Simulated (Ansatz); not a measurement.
# ZnO (P6_3/mmc) in Ansatz: a series of runs

The runs below take ZnO through single point, relaxation of cell and atoms, with RPBE, LDA.

All numbers are computed with Ansatz 0.2.0; they aren't measurements. Logs are shortened: lines on timing, memory, paths and dates and some standing lists are left out, and cuts for length are marked.

## 1. The crystal as given

It takes space group P6_3/mmc (No. 194, hexagonal). The conventional cell has a = 3.288 Å, b = 3.288 Å, c = 7.130 Å, α = 90.00°, β = 90.00°, γ = 120.00°. Zn (site symmetry -6m2) is surrounded by 3 O at 1.90 Å. O (site symmetry -6m2) has 3 Zn at 1.90 Å as nearest neighbours.

Measurements of this composition are mostly on another form, of space group No. 186.

## 2. Single point, RPBE

Contents of input.yaml:

```yaml
crystal:
  lattice:
    - [3.2879671587, 0.0, 0.0]
    - [-1.6439835793, 2.8474630862, 0.0]
    - [0.0, 0.0, 7.13044135]
  atoms:
    - { symbol: Zn, position: [0.0, 0.0, 0.25] }
    - { symbol: Zn, position: [0.0, 0.0, 0.75] }
    - { symbol: O, position: [0.6666666667, 0.3333333333, 0.75] }
    - { symbol: O, position: [0.3333333333, 0.6666666667, 0.25] }
hamiltonian:
  xc: rpbe
  pseudopotentials: { kind: paw }
kpoints:
  mp_grid: { grid: [9, 9, 4] }
scf:
  occupations: { method: gaussian, width: 0.02 }
output:
  forces: true
  stress: true
  eigenvalues: true
```

Potentials or basis: Ansatz PAW.

Started as:

```
$ ansatz run input.yaml --threads 2 --pin off --max-ram 5632MiB --backend cpu --events-out ev --progress --plain --runs-dir out
```

Output:

```text
Warning: RAYON_NUM_THREADS=2 ignored (pool sized by the plan → 2); use --threads N
Engine: ansatz 0.2.0, x86_64-unknown-linux-gnu
Pseudopotentials: kind: paw
Pseudopotential: Zn, paw, valence charge 12, recommended cutoff 420 eV (normal), Zn.paw.azcp
Pseudopotential: O, paw, valence charge 6, recommended cutoff 420 eV (normal), O.paw.azcp
Functional definition: RPBE
  parameter kappa = 0.804
  parameter beta = 0.06672455060314922
  exchange = rpbe_x(kappa = kappa, mu = beta*pi^2/3)
  correlation = pbe_c(beta = beta)
Crystal: 4 atoms, lattice volume = 66.758 Å³
Basis set: ecut = 420 eV, 1319 PW (Γ), exchange–correlation on 48×48×96 points (8 copies of the dense FFT grid, shifted against one another)
Bands: 22, of which v1, the nominal top of the filled ones, is band 18 counted from 1 (17 counted from 0)
Symmetry: 24 space group operations
Space group: P63/mmc (ITA 194), of the structure as read, at distance tolerance 4.1e-5 Å
k-points: 36 of 324
Non-local potential: Zn, projectors of the file, l = 0: 2, l = 1: 2, l = 2: 3, l = 3: 1
Non-local potential: O, projectors of the file, l = 0: 2, l = 1: 2, l = 2: 1
PAW form: soft (Blöchl's): semilocal exchange-correlation on the pseudo side does not see the compensation charge
PAW frozen core: Zn, regenerated for the run's functional, and the local potential with it (the file was generated under x = pbe(κ = 0.804, μ = 0.2195149727645171), c = pbe(β = 0.06672455060314922))
PAW frozen core: O, regenerated for the run's functional, and the local potential with it (the file was generated under x = pbe(κ = 0.804, μ = 0.2195149727645171), c = pbe(β = 0.06672455060314922))
PAW one-centre angular grid: Zn, 590 points (default); XC on 64 Gauss nodes
PAW one-centre angular grid: O, 110 points (default); XC on 64 Gauss nodes
Initial density: superposition of atomic densities (neutral atoms: chi_scale 0, normalization atom), corrected by the library's trained network
Initial wavefunctions: pseudopotential atomic-orbital guess
Functional: x = rpbe, c = pbe(β = 0.06672455060314922)
SCF iter   1: F=—  HF=-7787.327599 eV  |F-HF|=—  |Δ(HF+E_count)|=         —  Δρ=8.20e-3  dr2=2.56e-2  ethr=1.77e-3  ⟨swp⟩=6.0  Hψ=3513  notcnv=0
preconditioner: auto → Resta (q_TF=auto, 2.461 Å⁻¹)  ε∞=6.3  [insulator: Δε(μ)=1.016 eV  Ē_g=11.836 eV  σ=0.020 eV  W_gap=1.00  n_scr=22 (ndim 8)  ℏωp=27.3 eV  f_vac=0.204  D(μ)=0.00/eV (n_scr^D=0)  ε∞_Penn≈6.3]
SCF iter   2: F=—  HF=-7787.323211 eV  |F-HF|=—  |Δ(HF+E_count)|=   4.39e-3  Δρ=2.02e-3  dr2=1.31e-3  ethr=7.11e-5  ⟨swp⟩=2.0  Hψ=1801  notcnv=0
SCF iter   3: F=—  HF=-7787.322632 eV  |F-HF|=—  |Δ(HF+E_count)|=   5.79e-4  Δρ=1.68e-3  dr2=1.24e-3  ethr=3.63e-6  ⟨swp⟩=2.0  Hψ=1508  notcnv=0
SCF iter   4: F=—  HF=-7787.322760 eV  |F-HF|=—  |Δ(HF+E_count)|=   1.28e-4  Δρ=8.49e-4  dr2=6.05e-4  ethr=3.44e-6  ⟨swp⟩=2.8  Hψ=1510  notcnv=0
SCF iter   5: F=—  HF=-7787.322738 eV  |F-HF|=—  |Δ(HF+E_count)|=   2.22e-5  Δρ=2.42e-4  dr2=6.76e-5  ethr=1.68e-6  ⟨swp⟩=2.4  Hψ=1162  notcnv=0
SCF iter   6: F=—  HF=-7787.322874 eV  |F-HF|=—  |Δ(HF+E_count)|=   1.36e-4  Δρ=5.52e-5  dr2=3.01e-6  ethr=1.88e-7  ⟨swp⟩=2.0  Hψ=1437  notcnv=0
SCF iter   7: F=—  HF=-7787.322882 eV  |F-HF|=—  |Δ(HF+E_count)|=   7.86e-6  Δρ=1.75e-5  dr2=2.90e-7  ethr=8.35e-9  ⟨swp⟩=2.0  Hψ=1416  notcnv=0
SCF iter   8: F=-7787.322883 eV  HF=-7787.322883 eV  |F-HF|=4.96e-8  |Δ(HF+E_count)|=   1.03e-6  Δρ=4.43e-6  dr2=2.11e-8  ethr=2.78e-10  ⟨swp⟩=5.9  Hψ=3566  notcnv=0
SCF 1 converged in 8 iterations: F = -7787.322883 eV  dr2 = 2.11e-8
SCF converged after 8 iterations
Free energy (F): -7787.322883 eV
Harris-Foulkes:  -7787.322883 eV  (|F-HF|=4.96e-8)
Internal energy: -7787.322883 eV  (E = F + TS)
E sigma→0 (E₀):  -7787.322883 eV
Fermi energy:    4.235995 eV
--- Per-component energies (eV) ---
  E_band       = -60.319619
  E_kinetic    = 608.971592
  E_local      = -4925.628161  (includes V_loc(G=0)·N_el)
  E_nonlocal   = 1330.134398
  E_hartree    = 2042.738694
  E_xc         = -420.481203
  E_vxc        = -287.434344  (∫ρ·V_xc dr)
  E_paw        = -3990.379402  (= ΣΔE_a)
  E_vpaw       = -871.842106  (= ΣTr[D̂ρ^β])
  E_aug_tail   = 0.004174  (compensation charges beyond the density's cutoff)
  E_ewald      = -2432.493183
  E_core_change = -0.189792  (= ΣΔE_core)
  E_smearing   = -0.000000  (= −TS)
  E_closure    = -0.000000  (closes the sum)
  Σ components = -7787.322883   (vs F -7787.322883, Δ=0.00e0)
--- Forces (eV/Å), atoms counted from 1 ---
  atom   1  Zn     0.00000000    -0.00000000     0.00000000
  atom   2  Zn     0.00000000     0.00000000    -0.00000000
  atom   3  O     -0.00000000    -0.00000000    -0.00000000
  atom   4  O     -0.00000000     0.00000000     0.00000000
  max |Σ_I F_I| component: 9.25e-18 eV/Å
--- Stress (GPa, compression-positive) ---
        2.769632       0.000000       0.000000
       -0.000000       2.769632       0.000000
        0.000000       0.000000       1.628849
  P = ⅓ Tr σ = 2.3894 GPa (23.894 kbar)
--- Band table (eV; the first three rows and the last of 36) ---
  k-point 0: bands = ["-13.7915", "-13.7149", "-2.3536", "-2.3536", "-2.3396", "-2.3396", "-1.2318", "-1.0395", "-1.0395", "-1.0034", "-1.0034", "-0.9311", "0.6349", "2.0027", "3.7528", "3.7528", "3.7602", "3.7602", "4.7114", "7.2046", "9.0699", "14.8162"]
  k-point 1: bands = ["-13.7805", "-13.7262", "-2.3516", "-2.3516", "-2.3417", "-2.3417", "-1.1977", "-1.0343", "-1.0343", "-1.0088", "-1.0088", "-0.9898", "0.8093", "1.7469", "3.7539", "3.7539", "3.7593", "3.7593", "5.0443", "6.6648", "9.7750", "12.8885"]
  k-point 2: bands = ["-13.7535", "-13.7535", "-2.3467", "-2.3467", "-2.3467", "-2.3467", "-1.1051", "-1.1051", "-1.0215", "-1.0215", "-1.0215", "-1.0215", "1.2435", "1.2435", "3.7567", "3.7567", "3.7567", "3.7567", "5.7953", "5.7953", "11.1636", "11.1636"]
  k-point 35: bands = ["-13.2268", "-13.2268", "-1.9243", "-1.9243", "-1.5061", "-1.5061", "-1.1523", "-1.1523", "-1.1414", "-1.1414", "-0.3699", "-0.3699", "0.0859", "0.0859", "0.1093", "0.1093", "3.0361", "3.0361", "9.6897", "9.6897", "13.1488", "13.1488"]
```

Wall time 0.99 s (2 threads of Intel Xeon 6975P-C (Granite Rapids), shared host); peak memory 0.41 GiB.

What came out:

```yaml
Free_energy: -7787.3229 eV
Pressure: 2.4 GPa
Band_gap_on_the_k_mesh: 0.95 eV, direct
```

Levels at points of the mesh, in eV from the valence-band top:
| k point | band 16 | band 17 | band 18 | band 19 | band 20 | band 21 |
| --- | --- | --- | --- | --- | --- | --- |
| (0.00, 0.00, 0.00) | -0.01 | 0.00 | 0.00 | 0.95 | 3.44 | 5.31 |
| (0.00, 0.00, -0.50) | 0.00 | 0.00 | 0.00 | 2.04 | 2.04 | 7.40 |

Caveat: odd divisions of the mesh miss points on the zone boundary, where band edges often lie, so the gap on the mesh can be too wide; the pressure holds a Pulay correction of +0.4 GPa for the finite cutoff; the PAW data sets come from PBE, with cores solved anew for the run's functional, which leaves a small shift of forces and pressure.

## 3. Single point, LDA

input.yaml, as its differences from that of step 2:

```diff
@@ -11,3 +11,3 @@
 hamiltonian:
-  xc: rpbe
+  xc: lda
   pseudopotentials: { kind: paw }
@@ -16,3 +16,3 @@
 scf:
-  occupations: { method: gaussian, width: 0.02 }
+  occupations: { method: gaussian, width: 0.05 }
 output:
```

Potentials or basis: Ansatz PAW.

Started as:

```
$ ansatz run input.yaml --threads 2 --pin off --max-ram 5632MiB --backend cpu --events-out ev --progress --plain --runs-dir out
```

Output:

```text
Warning: RAYON_NUM_THREADS=2 ignored (pool sized by the plan → 2); use --threads N
Engine: ansatz 0.2.0, x86_64-unknown-linux-gnu
Pseudopotentials: kind: paw
Pseudopotential: Zn, paw, valence charge 12, recommended cutoff 420 eV (normal), Zn.paw.azcp
Pseudopotential: O, paw, valence charge 6, recommended cutoff 420 eV (normal), O.paw.azcp
Functional definition: SPW92
  exchange = slater_x
  correlation = pw_c
Crystal: 4 atoms, lattice volume = 66.758 Å³
Basis set: ecut = 420 eV, 1319 PW (Γ)
Bands: 22, of which v1, the nominal top of the filled ones, is band 18 counted from 1 (17 counted from 0)
Symmetry: 24 space group operations
Space group: P63/mmc (ITA 194), of the structure as read, at distance tolerance 4.1e-5 Å
k-points: 36 of 324
Non-local potential: Zn, projectors of the file, l = 0: 2, l = 1: 2, l = 2: 3, l = 3: 1
Non-local potential: O, projectors of the file, l = 0: 2, l = 1: 2, l = 2: 1
PAW form: soft (Blöchl's): semilocal exchange-correlation on the pseudo side does not see the compensation charge
PAW frozen core: Zn, regenerated for the run's functional, and the local potential with it (the file was generated under x = pbe(κ = 0.804, μ = 0.2195149727645171), c = pbe(β = 0.06672455060314922))
PAW frozen core: O, regenerated for the run's functional, and the local potential with it (the file was generated under x = pbe(κ = 0.804, μ = 0.2195149727645171), c = pbe(β = 0.06672455060314922))
PAW one-centre angular grid: Zn, 590 points (default); XC on 64 Gauss nodes
PAW one-centre angular grid: O, 110 points (default); XC on 64 Gauss nodes
Initial density: superposition of atomic densities (neutral atoms: chi_scale 0, normalization atom), corrected by the library's trained network
Initial wavefunctions: pseudopotential atomic-orbital guess
Functional: x = slater, c = lda
SCF iter   1: F=—  HF=-7602.571411 eV  |F-HF|=—  |Δ(HF+E_count)|=         —  Δρ=1.69e-2  dr2=1.91e-1  ethr=1.77e-3  ⟨swp⟩=5.9  Hψ=3461  notcnv=0
preconditioner: auto → Resta (q_TF=auto, 2.461 Å⁻¹)  ε∞=6.7  [insulator: Δε(μ)=0.555 eV  Ē_g=11.428 eV  σ=0.050 eV  W_gap=1.00  n_scr=22 (ndim 8)  ℏωp=27.3 eV  f_vac=0.204  D(μ)=0.00/eV (n_scr^D=0)  ε∞_Penn≈6.7]
SCF iter   2: F=—  HF=-7602.528758 eV  |F-HF|=—  |Δ(HF+E_count)|=   4.27e-2  Δρ=5.03e-3  dr2=5.98e-3  ethr=5.30e-4  ⟨swp⟩=2.4  Hψ=1574  notcnv=0
SCF iter   3: F=—  HF=-7602.527183 eV  |F-HF|=—  |Δ(HF+E_count)|=   1.57e-3  Δρ=1.84e-3  dr2=1.63e-3  ethr=1.66e-5  ⟨swp⟩=2.1  Hψ=1463  notcnv=0
SCF iter   4: F=—  HF=-7602.526845 eV  |F-HF|=—  |Δ(HF+E_count)|=   3.39e-4  Δρ=9.29e-4  dr2=3.95e-4  ethr=4.52e-6  ⟨swp⟩=2.2  Hψ=1344  notcnv=0
SCF iter   5: F=—  HF=-7602.526636 eV  |F-HF|=—  |Δ(HF+E_count)|=   2.09e-4  Δρ=1.93e-4  dr2=4.03e-5  ethr=1.10e-6  ⟨swp⟩=2.0  Hψ=1340  notcnv=0
SCF iter   6: F=—  HF=-7602.526641 eV  |F-HF|=—  |Δ(HF+E_count)|=   5.47e-6  Δρ=3.88e-5  dr2=1.16e-6  ethr=1.12e-7  ⟨swp⟩=2.3  Hψ=1398  notcnv=0
SCF iter   7: F=—  HF=-7602.526641 eV  |F-HF|=—  |Δ(HF+E_count)|=   1.43e-7  Δρ=1.41e-5  dr2=1.33e-7  ethr=3.21e-9  ⟨swp⟩=2.0  Hψ=1297  notcnv=0
SCF iter   8: F=-7602.526641 eV  HF=-7602.526641 eV  |F-HF|=1.49e-9  |Δ(HF+E_count)|=   1.12e-8  Δρ=2.58e-6  dr2=4.28e-9  ethr=2.78e-10  ⟨swp⟩=4.0  Hψ=2550  notcnv=0
SCF 1 converged in 8 iterations: F = -7602.526641 eV  dr2 = 4.28e-9
SCF converged after 8 iterations
Free energy (F): -7602.526641 eV
Harris-Foulkes:  -7602.526641 eV  (|F-HF|=1.49e-9)
Internal energy: -7602.526641 eV  (E = F + TS)
E sigma→0 (E₀):  -7602.526641 eV
Fermi energy:    3.436004 eV
--- Per-component energies (eV) ---
  E_band       = -84.687032
  E_kinetic    = 605.102286
  E_local      = -4927.040655  (includes V_loc(G=0)·N_el)
  E_nonlocal   = 1340.501105
  E_hartree    = 2030.857706
  E_xc         = -411.305355
  E_vxc        = -287.466514  (∫ρ·V_xc dr)
  E_paw        = -3811.460977  (= ΣΔE_a)
  E_vpaw       = -877.505406  (= ΣTr[D̂ρ^β])
  E_aug_tail   = 0.004306  (compensation charges beyond the density's cutoff)
  E_ewald      = -2432.493183
  E_core_change = 3.308126  (= ΣΔE_core)
  E_smearing   = -0.000000  (= −TS)
  E_closure    = -0.000000  (closes the sum)
  Σ components = -7602.526641   (vs F -7602.526641, Δ=0.00e0)
--- Forces (eV/Å), atoms counted from 1 ---
  atom   1  Zn     0.00000000    -0.00000000     0.00000000
  atom   2  Zn    -0.00000000     0.00000000    -0.00000000
  atom   3  O     -0.00000000    -0.00000000    -0.00000000
  atom   4  O      0.00000000     0.00000000     0.00000000
  max |Σ_I F_I| component: 4.16e-17 eV/Å
--- Stress (GPa, compression-positive) ---
      -11.399165       0.000000       0.000000
        0.000000     -11.399165       0.000000
        0.000000       0.000000      -1.751924
  P = ⅓ Tr σ = -8.1834 GPa (-81.834 kbar)
--- Band table (eV; the first three rows and the last of 36) ---
  k-point 0: bands = ["-14.0901", "-14.0036", "-3.1121", "-3.1121", "-3.0976", "-3.0976", "-1.9582", "-1.7656", "-1.7656", "-1.7279", "-1.7279", "-1.6375", "-0.1187", "1.3637", "3.0517", "3.0517", "3.0599", "3.0599", "3.8058", "6.3430", "8.1271", "13.8695"]
  k-point 1: bands = ["-14.0776", "-14.0164", "-3.1100", "-3.1100", "-3.0997", "-3.0997", "-1.9227", "-1.7601", "-1.7601", "-1.7335", "-1.7335", "-1.7018", "0.0685", "1.0776", "3.0529", "3.0529", "3.0589", "3.0589", "4.1606", "5.8025", "8.8256", "11.8988"]
  k-point 2: bands = ["-14.0472", "-14.0472", "-3.1049", "-3.1049", "-3.1049", "-3.1049", "-1.8252", "-1.8252", "-1.7468", "-1.7468", "-1.7468", "-1.7468", "0.5326", "0.5326", "3.0559", "3.0559", "3.0559", "3.0559", "4.9308", "4.9308", "10.1936", "10.1936"]
  k-point 35: bands = ["-13.4759", "-13.4759", "-2.6746", "-2.6746", "-2.2279", "-2.2279", "-1.9171", "-1.9171", "-1.8720", "-1.8720", "-1.1149", "-1.1149", "-0.6554", "-0.6554", "-0.6456", "-0.6456", "2.4032", "2.4032", "8.7572", "8.7572", "12.0660", "12.0660"]
```

Run time: 0.82 s. Hardware: 2 threads of Intel Xeon 6975P-C (Granite Rapids), shared host; peak memory 0.4 GiB.

Results:

| Property | Result |
| --- | --- |
| Free energy | -7602.5266 eV |
| Pressure | -8.2 GPa |
| Band gap on the k mesh | 0.75 eV, direct |

Caveat: odd divisions of the mesh miss points on the zone boundary, where band edges often lie, so the gap on the mesh can be too wide; the pressure holds a Pulay correction of +0.6 GPa for the finite cutoff; the PAW data sets come from PBE, with cores solved anew for the run's functional, which leaves a small shift of forces and pressure. A k mesh can miss the band edges.

## 4. Relaxation of cell and atoms, LDA

input.yaml, as its differences from that of step 3:

```diff
@@ -21 +21,5 @@
   eigenvalues: true
+relax:
+  f_tol: 0.01
+  max_steps: 40
+  cell: { stress_tol: 0.05 }
```

Started as:

```
$ ansatz run input.yaml --threads 2 --pin off --max-ram 5632MiB --backend cpu --events-out ev --progress --plain --runs-dir out
```

Wall time 9.7 s (2 threads of Intel Xeon 6975P-C (Granite Rapids), shared host); peak memory 0.41 GiB.

Results (log left out):

| Property | Result |
| --- | --- |
| Free energy | -7602.7679 eV |
| Relaxed volume | 12.99 Å³/atom |
| Relaxed cell | a = 3.203 Å, b = 3.203 Å, c = 5.849 Å, α = 90.00°, β = 90.00°, γ = 120.00° |
| Space group after relaxing (to 0.05 Å) | P6_3/mmc (No. 194) |
| Energy gained by relaxing | 60.3 meV/atom |
| Ionic steps | 12 |
| Pressure after relaxing | 0.0 GPa |
| Band gap on the k mesh | 0.70 eV, direct |

The path:
```csv
step,energy change (eV),largest force (eV/Å),volume (Å³)
1,0.0000,0.0000,66.76
2,-0.1458,0.0000,62.05
3,-0.2207,0.0000,57.28
4,-0.2481,0.0000,54.22
5,-0.2595,0.0000,52.38
6,-0.2570,0.0000,53.20
7,-0.2386,0.0000,53.20
8,-0.2459,0.0000,52.05
9,-0.2454,0.0000,52.17
10,-0.2412,0.0000,52.17
11,-0.2423,0.0000,51.96
12,-0.2412,0.0000,51.96
```

Final structure:
```xyz
4
Lattice="3.2028 0.0000 0.0000 -1.6014 2.7737 0.0000 0.0000 0.0000 5.8494" Properties=species:S:1:pos:R:3 pbc="T T T"
Zn    0.0000    0.0000    1.4624
Zn    0.0000    0.0000    4.3871
O     1.6014    0.9246    4.3871
O     0.0000    1.8491    1.4624
```

Levels at points of the mesh, in eV from the valence-band top:
```csv
k point,band 16,band 17,band 18,band 19,band 20,band 21
"(0.00, 0.00, 0.00)",-0.04,0.00,0.00,0.70,4.62,5.75
"(0.00, 0.00, -0.50)",-0.02,-0.02,-0.02,2.43,2.43,9.02
```

Caveat: the volume moved by over 15 % at a fixed basis, so the end points are rough; odd divisions of the mesh miss points on the zone boundary, where band edges often lie, so the gap on the mesh can be too wide; the plane-wave basis is chosen anew once the cell has moved, so the energies of steps on either side of that aren't comparable; the pressure holds a Pulay correction of +0.7 GPa for the finite cutoff; the PAW data sets come from PBE, with cores solved anew for the run's functional, which leaves a small shift of forces and pressure. As with any semilocal functional, this LDA gap is likely too small.

## 5. Overview

| task | level | cell | smearing | gap on the mesh (eV) | pressure (GPa) |
| --- | --- | --- | --- | --- | --- |
| single point | RPBE | as given | gaussian 0.02 eV | 0.95 | 2.4 |
| single point | LDA | as given | gaussian 0.05 eV | 0.75 | -8.2 |
| relaxation of cell and atoms | LDA | relaxed | gaussian 0.05 eV | 0.70 | 0.0 |

Alike in all rows: potentials or basis Ansatz PAW; no spin polarisation; k mesh 9 × 9 × 4; cutoff (eV) 420.

Caveats: odd divisions of the mesh miss points on the zone boundary, where band edges often lie, so the gap on the mesh can be too wide; the PAW data sets come from PBE, with cores solved anew for the run's functional, which leaves a small shift of forces and pressure; the volume moved by over 15 % at a fixed basis, so the end points are rough (some runs); the plane-wave basis is chosen anew once the cell has moved, so the energies of steps on either side of that aren't comparable (some runs).

Total energies depend on the potentials used, so only differences within one code and one set of settings carry meaning.
